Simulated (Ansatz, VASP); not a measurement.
# C: VASP beside Ansatz

```
C
1.0
     2.57564    0.00000    0.00000
    -1.28782    2.23057    0.00000
     0.00000    0.00000    3.63809
C
2
Direct
  0.33333 0.66667 0.00000
  0.66667 0.33333 0.00000
```

Change from the starting cell: biaxial strain in the a-b plane, c and atoms relaxed: +4.5 %.

Alike in both runs: functional PBE; dispersion D3(BJ); k mesh 21 × 21 × 12; occupations gaussian, width 0.1 eV; no spin polarisation.

Ansatz relaxed the structure, and its values are those at the end. VASP's run is a single point on that final structure, the one shown.

|  | VASP | Ansatz |
| --- | --- | --- |
| version | VASP 6.6.1 | Ansatz 0.2.0 |
| potentials or method | VASP PAW PBE potentials, release 64 (C) | scalar-relativistic, plane waves, PAW |
| plane-wave cutoff (eV) | 520 | 420 |
| valence electrons in the cell | 8 | 8 |

Ansatz gave:

- gap on the k mesh at the Fermi level (eV): none
- pressure (GPa): -28.5

Estimate VASP's values.

gap on the k mesh at the Fermi level (eV): none; pressure (GPa): -28.2.

A gap of «none» marks a metal or a gap that the smearing closes.

Caveats: so large a pressure means that the cell lies far from this level's equilibrium, or that cutoff or potentials fall short (VASP).
